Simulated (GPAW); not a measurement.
Ge:

```xyz
2
Lattice="-2.5745 2.5745 1.3974 2.5745 -2.5745 1.3974 2.5745 2.5745 -1.3974" Properties=species:S:1:pos:R:3 pbc="T T T"
Ge    0.0000    0.0000    1.3974
Ge    2.5745    0.0000    0.6987
```

This isn't the form of Ge at room conditions, which is diamond.

* Program: GPAW 26.7.0
* Task: relaxation of cell and atoms
* Functional: BLYP
* Potentials or basis: PAW data sets generated in the run's folder for this functional
* Cutoff: 600 eV
* Basis: pw
* k mesh: 11 × 11 × 11
* Occupations: fermi-dirac, width 0.05 eV
* Spin: no spin polarisation

At the start: pressure 9.6 GPa; volume 18.52 Å³/atom.

**Question.** Where does the relaxation end?

**Answer.** Over 5 steps the energy falls by 71.5 meV/atom and the volume is 21.22 Å³/atom (+14.6 %); space group I4_1/amd (No. 141, to 0.05 Å).

Step by step:
```csv
step,energy change (eV),largest force (eV/Å),pressure (GPa),volume (Å³)
1,0.0000,0.0000,9.57,37.05
2,-0.0474,0.0000,7.47,37.94
3,-0.1405,0.0000,0.95,41.70
4,-0.1429,0.0000,0.12,42.34
5,-0.1429,0.0000,0.00,42.44
```

Final structure:
```yaml
crystal:
  lattice:
    - [-2.69455, 2.69455, 1.46142]
    - [2.69455, -2.69455, 1.46142]
    - [2.69455, 2.69455, -1.46142]
  atoms:
    - { symbol: Ge, position: [0.50000, 0.50000, 0.00000] }
    - { symbol: Ge, position: [0.25000, 0.75000, 0.50000] }
```

Caveat: later steps reuse the first step's grids.
